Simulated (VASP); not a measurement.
Input of a VASP 6.6.1 run:

The input INCAR:

```
SYSTEM = Os
  PREC = Accurate
  ENCUT = 600
  EDIFF = 1E-6
  ISMEAR = 1
  SIGMA = 0.1
  LREAL = .False.
  LASPH = .True.
  NELM = 100
  ALGO = Normal
  ISIF = 3
  LWAVE = .False.
  LCHARG = .False.
  METAGGA = R2SCAN
  LMIXTAU = .True.
  IBRION = 2
  NSW = 60
  EDIFFG = -0.02
```

The input KPOINTS:

```
Automatic mesh
0
Gamma
  12 12 12
  0 0 0
```

File POSCAR:

```
Os
1.0
    0.0000000000      1.9450000000      1.9450000000
    1.9450000000      0.0000000000      1.9450000000
    1.9450000000      1.9450000000      0.0000000000
Os
1
Direct
    0.0000000000      0.0000000000      0.0000000000
```

Potentials or basis: VASP PAW PBE potentials, release 64 (Os).

Launch:

```console
$ cat potpaw_PBE.64/Os/POTCAR > POTCAR
$ mpirun -np 1 vasp_std > vasp.out
```

Problem. Predict the relaxed volume.

Solution. 14.09 Å³/atom.

Problem. Predict the band gap on the k mesh.

Solution. None (metal or under the smearing width).

Problem. Predict the relaxed cell.

Solution. a = 2.711 Å, b = 2.711 Å, c = 2.711 Å, α = 60.00°, β = 60.00°, γ = 60.00°.

The path:
```
step  energy change (eV)  largest force (eV/Å)  pressure (GPa)  volume (Å³)
   1              0.0000                0.0000          -16.70        14.72
   2              0.7525                0.0000          125.45        11.68
   3             -0.0338                0.0000           -1.54        14.14
   4             -0.0340                0.0000           -0.35        14.10
   5             -0.0340                0.0000           -0.02        14.09
```

Caveat: the PAW data sets were made with another functional, which shifts forces and pressure a little. Spin-orbit coupling is left out, which matters for the levels of Os.
